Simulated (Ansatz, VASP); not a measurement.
**SiC (Moissanite 3C) in VASP and in Ansatz**

The input INCAR:

```
PREC     = Accurate       # precision mode
ENCUT    = 520            # plane-wave cutoff, eV
EDIFF    = 1E-7           # SCF threshold, eV
ISMEAR   = 0              # smearing method
SIGMA    = 0.022          # smearing width, eV
LREAL    = F              # projectors in reciprocal space
LASPH    = T              # aspherical terms in the spheres
NELM     = 80             # most SCF steps
ALGO     = Normal         # electronic algorithm
ISIF     = 2              # what is computed and relaxed
LWAVE    = F              # write WAVECAR
LCHARG   = F              # write CHGCAR
GGA      = PE             # functional
NBANDS   = 11             # bands
```

The input KPOINTS:

```
regular mesh
0
Gamma
  10 10 10
```

File POSCAR:

```
SiC
1.0
    0.0000000000      2.1790000000      2.1790000000
    2.1790000000      0.0000000000      2.1790000000
    2.1790000000      2.1790000000      0.0000000000
Si C
1 1
Direct
    0.0000000000      0.0000000000      0.0000000000
    0.7500000000      0.7500000000      0.7500000000
```

input.yaml

```yaml
crystal:
  lattice:
    - [0.0, 2.179, 2.179]
    - [2.179, 0.0, 2.179]
    - [2.179, 2.179, 0.0]
  atoms:
    - { symbol: Si, position: [0.0, 0.0, 0.0] }
    - { symbol: C, position: [0.75, 0.75, 0.75] }
hamiltonian:
  xc: pbe
  pseudopotentials: { kind: paw }
kpoints:
  mp_grid: { grid: [10, 10, 10] }
scf:
  occupations: { method: gaussian, width: 0.022 }
output:
  forces: true
  stress: true
  eigenvalues: true
```

Alike in both runs: task single point; functional PBE; k mesh 10 × 10 × 10; occupations gaussian, width 0.022 eV; no spin polarisation.

|  | VASP | Ansatz |
| --- | --- | --- |
| version | VASP 6.6.1 | Ansatz 0.2.0 |
| potentials or method | VASP PAW PBE potentials, release 64 (Si, C) | Ansatz PAW |
| plane-wave cutoff (eV) | 520 | 420 |
| valence electrons in the cell | 8 | 8 |

|  | VASP | Ansatz | Ansatz less VASP |
| --- | --- | --- | --- |
| gap on the k mesh at the Fermi level (eV) | 1.36 | 1.36 | +0.003 |
| least direct gap on the mesh (eV) | 4.54 | 4.55 | +0.004 |
| pressure (GPa) | 3.2 | 3.3 | +0.06 |

A k mesh can miss the band edges.
